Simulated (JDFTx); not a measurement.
BeTe:

```
Te Be
1.0
     0.00000    2.77000    2.77000
     2.77000    0.00000    2.77000
     2.77000    2.77000    0.00000
Te Be
1 1
Cartesian
  4.1550 4.1550 4.1550
  0.0000 0.0000 0.0000
```

Program: JDFTx 1.7.0 (patched build). Alike in all runs: no spin polarisation; cell as given; smearing fermi-dirac 0.05 eV. Hardware: 1 thread of Arm Neoverse V1, with other jobs on the host.

Task: Order these runs on this cell by their wall time, lowest first.
A. task single point; level PBEsol; potentials or basis PseudoDojo-SR-PBEsol-0.4.1-standard; k mesh 8 × 8 × 8; cutoff (eV) 1197; max SCF steps 100; SCF threshold on the energy 1e-09 Ha; solver of the electrons scf; further solve for the empty bands yes
B. task band structure; level LDA; potentials or basis PseudoDojo-SR-LDA-0.4.1-standard; k mesh 8 × 8 × 8; cutoff (eV) 1197; band ratio of the Davidson solver 1.3; max SCF steps 30; SCF threshold on the energy 1e-06 Ha; solver of the electrons minimize; further solve for the empty bands no
C. task single point; level r2SCAN; potentials or basis SG15-PBE-1.2; k mesh 6 × 6 × 6; cutoff (eV) 1088; max SCF steps 100; SCF threshold on the energy 1e-09 Ha; solver of the electrons scf; further solve for the empty bands yes

Result: B (42 s), A (100 s), C (630 s).
